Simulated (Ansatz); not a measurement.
Structure types of Ta were relaxed at one common pressure (all-electron LAPW in Ansatz 0.2.0 under PBE, scalar-relativistic, no spin polarisation, zero temperature). They take these volumes:

```json
{"type": "fcc", "space group": "Fm-3m", "V (Å³/atom)": "13.35"}
{"type": "bcc", "space group": "Im-3m", "V (Å³/atom)": "13.08"}
{"type": "hcp", "space group": "P6_3/mmc", "V (Å³/atom)": "13.29"}
{"type": "sc", "space group": "Pm-3m", "V (Å³/atom)": "13.94"}
{"type": "beta tin", "space group": "I4_1/amd", "V (Å³/atom)": "13.53"}
{"type": "omega", "space group": "P6/mmm", "V (Å³/atom)": "13.22"}
```

Task: At about which pressure, and is the densest type also the lowest in enthalpy?

Result: 120 GPa. The densest is bcc, and it is also the lowest in enthalpy among these.
